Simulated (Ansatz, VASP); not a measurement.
## Two plane-wave programs on Eu

INCAR

```
ALGO = Normal
EDIFF = 1E-7
ENCUT = 520
GGA = PE
ISIF = 2
ISMEAR = -1
ISPIN = 2
LASPH = True
LCHARG = False
LMAXMIX = 6
LORBIT = 11
LREAL = False
LWAVE = False
MAGMOM = 7
NBANDS = 18
NELM = 150
PREC = Accurate
SIGMA = 0.05
```

File KPOINTS:

```
k-points
0
Gamma
  7 7 7
```

POSCAR

```
Eu
1.0
    0.0000000000      2.7893026914      2.7893026914
    2.7893026914      0.0000000000      2.7893026914
    2.7893026914      2.7893026914      0.0000000000
Eu
1
Direct
    0.0000000000      0.0000000000      0.0000000000
```

Input for Ansatz:

```yaml
crystal:
  lattice:
    - [0.0, 2.7893026914, 2.7893026914]
    - [2.7893026914, 0.0, 2.7893026914]
    - [2.7893026914, 2.7893026914, 0.0]
  atoms:
    - { symbol: Eu, position: [0.0, 0.0, 0.0], spin: 7.0 }
magnetization:
  spin_polarized: true
kpoints:
  mp_grid: { grid: [7, 7, 7] }
scf:
  occupations: { method: fermi_dirac, width: 0.05 }
hamiltonian:
  xc: pbe
  pseudopotentials: { kind: paw }
output:
  forces: true
  stress: true
  eigenvalues: true
```

Alike in both runs: task single point; functional PBE; k mesh 7 × 7 × 7; occupations fermi-dirac, width 0.05 eV; collinear spin.

```csv
,VASP,Ansatz
version,VASP 6.6.1,Ansatz 0.2.0
potentials or method,"VASP PAW PBE potentials, release 64 (Eu)","PAW with Ansatz's default frozen-core files, scalar-relativistic"
plane-wave cutoff (eV),520,420
valence electrons in the cell,17,17
```

```tsv
	VASP	Ansatz	Ansatz less VASP
pressure (GPa)	-1.1	-0.9	+0.24
net moment per atom (μB)	7.57	7.58	+0.013
size of the moment on the site where the two differ most (μB)	6.74	7.23	+0.483
```

Site moments also hang on the region over which each program counts them.

Caveats: spin-orbit coupling is left out, which moves the levels of the heavy elements. The state reached can hang on the start; a lower one may exist.
